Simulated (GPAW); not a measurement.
Write an ASE script for GPAW 26.7.0 that does the following.

```
Task                : equation of state
Functional          : PBEsol
Potentials or basis : PAW data sets generated in the run's folder for this functional
Cutoff              : 600 eV
Basis               : pw
k mesh              : 7 × 7 × 7
Occupations         : fermi-dirac, width 0.05 eV
Spin                : no spin polarisation
Maxiter             : 150
Eos scales          : [0.94, 0.96, 0.98, 1.0, 1.02, 1.04, 1.06]
```

The system is SnTe.

```
CELL_PARAMETERS angstrom
0.00000 3.15085 3.15085
3.15085 0.00000 3.15085
3.15085 3.15085 0.00000
ATOMIC_POSITIONS crystal
Te 0.50000 0.50000 0.50000
Sn 0.00000 0.00000 0.00000
```

One way to write it, as run:

run.py

```python
from ase import Atoms
from ase.eos import EquationOfState
from ase.io import Trajectory
from ase.units import GPa
from gpaw import GPAW, PW, setup_paths

setup_paths.insert(0, '.')

atoms = Atoms(['Te', 'Sn'],
              cell=[[0.0, 3.15085, 3.15085],
                    [3.15085, 0.0, 3.15085],
                    [3.15085, 3.15085, 0.0]],
              scaled_positions=[[0.5, 0.5, 0.5],
                                [0.0, 0.0, 0.0]],
              pbc=True)

traj = Trajectory('eos.traj', 'w')
volumes, energies = [], []
for x in [0.94, 0.96, 0.98, 1.0, 1.02, 1.04, 1.06]:
    a = atoms.copy()
    a.set_cell(atoms.cell * x**(1 / 3), scale_atoms=True)
    calc = GPAW(mode=PW(600),
                xc='PBEsol',
                kpts={'size': (7, 7, 7), 'gamma': True},
                occupations={'name': 'fermi-dirac', 'width': 0.05},
                nbands=19,
                convergence={'density': 1e-05, 'energy': 1e-05},
                maxiter=150,
                txt=f'eos-{x:.2f}.txt')
    a.calc = calc
    energies.append(a.get_potential_energy(force_consistent=True))
    volumes.append(a.get_volume())
    p = -a.get_stress()[:3].mean() / GPa
    calc.write(f'eos-{x:.2f}.gpw')
    traj.write(a)
    print(f'{x:.2f} {volumes[-1]:10.4f} A^3 {energies[-1]:14.6f} eV {p:9.3f} GPa', flush=True)

v0, e0, B = EquationOfState(volumes, energies, eos='birchmurnaghan').fit()
print(f'V0 = {v0:.4f} A^3, E0 = {e0:.6f} eV, B0 = {B / GPa:.2f} GPa')
```

Potentials or basis: PAW data sets generated in the run's folder for this functional, pw.

Command:

```console
$ gpaw-setup -f PBEsol Sn Te
$ OMP_NUM_THREADS=1 python run.py
```

Results of the run:

```yaml
Equilibrium_volume: 30.85 Å³/atom
Bulk_modulus: 47 GPa
Pressure_derivative_of_the_bulk_modulus: 4.5
```

It took 2.1 min on 1 thread of Arm Neoverse V1, with other jobs on the host, peak memory 0.23 GiB.
